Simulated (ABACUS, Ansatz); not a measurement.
The equilibrium volume of Ge, sorted by core time

```
Ge
1.0
    -2.57449    2.57449    1.39741
     2.57449   -2.57449    1.39741
     2.57449    2.57449   -1.39741
Ge
2
Direct
  0.50000 0.50000 0.00000
  0.25000 0.75000 0.50000
```

This isn't the form of Ge at room conditions, which is diamond.

| rung | level | program and potentials | cutoff (eV) | k mesh | smearing | core time | chip | equilibrium volume (Å³/atom) | notes |
| --- | --- | --- | --- | --- | --- | --- | --- | --- | --- |
| GGA | PBEsol | Ansatz, Ansatz PAW | 420 | 11 × 11 × 11 | fermi-dirac 0.05 | 12 s | Arm Neoverse V2 | 18.38 | potentials made for PBE, which Ansatz adapts in part; 14 valence electrons an atom on average |
| LDA | LDA | Ansatz, Ansatz PAW | 420 | 11 × 11 × 11 | fermi-dirac 0.05 | 14 s | Arm Neoverse V2 | 17.94 | potentials made for PBE, which Ansatz adapts in part; 14 valence electrons an atom on average |
| GGA + dispersion | PBEsol+D4 | Ansatz, all-electron LAPW, scalar-relativistic | - | 11 × 11 × 11 | fermi-dirac 0.05 | 28 s | AMD EPYC 9R45 Zen 5 | 17.95 | - |
| GGA + dispersion | PBEsol+D4 | Ansatz, Ansatz PAW | 420 | 11 × 11 × 11 | fermi-dirac 0.05 | 36 s | Intel Xeon Skylake/Cascade Lake | 17.94 | potentials made for PBE, which Ansatz adapts in part; 14 valence electrons an atom on average |
| GGA + dispersion | PBEsol+D3(BJ) | Ansatz, Ansatz PAW | 420 | 11 × 11 × 11 | fermi-dirac 0.05 | 41 s | Intel Xeon Skylake/Cascade Lake | 17.68 | potentials made for PBE, which Ansatz adapts in part; 14 valence electrons an atom on average |
| GGA | PBEsol | Ansatz, all-electron LAPW, scalar-relativistic | - | 11 × 11 × 11 | fermi-dirac 0.05 | 42 s | Intel Xeon Platinum 8488C Sapphire Rapids | 18.39 | - |
| GGA + dispersion | BLYP+D4 | Ansatz, Ansatz PAW | 420 | 11 × 11 × 11 | fermi-dirac 0.05 | 45 s | Intel Xeon Skylake/Cascade Lake | 19.45 | potentials made for PBE, which Ansatz adapts in part; 14 valence electrons an atom on average |
| GGA + dispersion | BLYP+D3(BJ) | Ansatz, Ansatz PAW | 420 | 11 × 11 × 11 | fermi-dirac 0.05 | 45 s | Intel Xeon Skylake/Cascade Lake | 19.19 | potentials made for PBE, which Ansatz adapts in part; 14 valence electrons an atom on average |
| GGA | BLYP | Ansatz, Ansatz PAW | 420 | 11 × 11 × 11 | fermi-dirac 0.05 | 62 s | Intel Xeon Skylake/Cascade Lake | 21.29 | potentials made for PBE, which Ansatz adapts in part; 14 valence electrons an atom on average |
| GGA | BLYP | Ansatz, all-electron LAPW, scalar-relativistic | - | 11 × 11 × 11 | fermi-dirac 0.05 | 65 s | Arm Neoverse V2 | 21.30 | - |
| GGA | AM05 | ABACUS, PseudoDojo NC SR 0.4.1 PBEsol standard, plane waves | 1075 | 9 × 9 × 9 | fermi-dirac 0.05 | 3.2 min | AMD EPYC 7R43 Zen 3 | 18.21 | potentials made for PBEsol; 14 valence electrons an atom on average |
| hybrid | HSE03 | Ansatz, Ansatz PAW | 420 | 6 × 6 × 6 | fermi-dirac 0.05 | 5.5 min | Intel Xeon Skylake/Cascade Lake | 18.60 | coarse mesh; potentials made for PBE, which Ansatz adapts in part; 14 valence electrons an atom on average |
| hybrid | HSE06 | Ansatz, Ansatz PAW | 420 | 6 × 6 × 6 | fermi-dirac 0.05 | 5.8 min | Intel Xeon Skylake/Cascade Lake | 18.50 | coarse mesh; potentials made for PBE, which Ansatz adapts in part; 14 valence electrons an atom on average |
| hybrid | PBE0 | Ansatz, Ansatz PAW | 420 | 6 × 6 × 6 | fermi-dirac 0.05 | 6.1 min | Intel Xeon Skylake/Cascade Lake | 18.45 | coarse mesh; potentials made for PBE, which Ansatz adapts in part; 14 valence electrons an atom on average |
| hybrid | HSEsol | Ansatz, Ansatz PAW | 420 | 6 × 6 × 6 | fermi-dirac 0.05 | 7.2 min | Intel Xeon Skylake/Cascade Lake | 17.96 | coarse mesh; potentials made for PBE, which Ansatz adapts in part; 14 valence electrons an atom on average |
| hybrid | B3LYP | Ansatz, Ansatz PAW | 420 | 6 × 6 × 6 | fermi-dirac 0.05 | 7.8 min | Intel Xeon Skylake/Cascade Lake | 20.01 | coarse mesh; potentials made for PBE, which Ansatz adapts in part; 14 valence electrons an atom on average |
| LDA | LDA | ABACUS, PseudoDojo NC SR 0.4.1 LDA stringent, plane waves | 1687 | 9 × 9 × 9 | fermi-dirac 0.05 | 9.8 min | Intel Xeon Platinum 8488C Sapphire Rapids | 17.98 | 22 valence electrons an atom on average |
| hybrid | PBEsol0 | Ansatz, Ansatz PAW | 420 | 6 × 6 × 6 | fermi-dirac 0.05 | 11 min | Intel Xeon Skylake/Cascade Lake | 17.85 | coarse mesh; potentials made for PBE, which Ansatz adapts in part; 14 valence electrons an atom on average |

Times are single runs on shared hosts and different chips, so they are rough; meshes, cutoffs and the tasks' sizes weigh on the time. Task: relaxation of cell and atoms. All rows: no spin polarisation. Smearing widths are in eV. For a metal such meshes aren't converged. Meshes differ between rows, which moves values too. Meshes are those of the run's cell of 2 atoms unless a note names another. Relaxations start from the cell shown or near it and stop with a little pressure left. Runs on faulty files, with rough fits or with known faults for this quantity aren't shown. PBE isn't shown for this crystal. No row holds spin-orbit coupling.

By rung: LDA 17.94 to 17.98; GGA 18.21 to 21.30; GGA + dispersion 17.68 to 19.45; hybrid on coarse meshes 17.85 to 20.01 (Å³/atom).
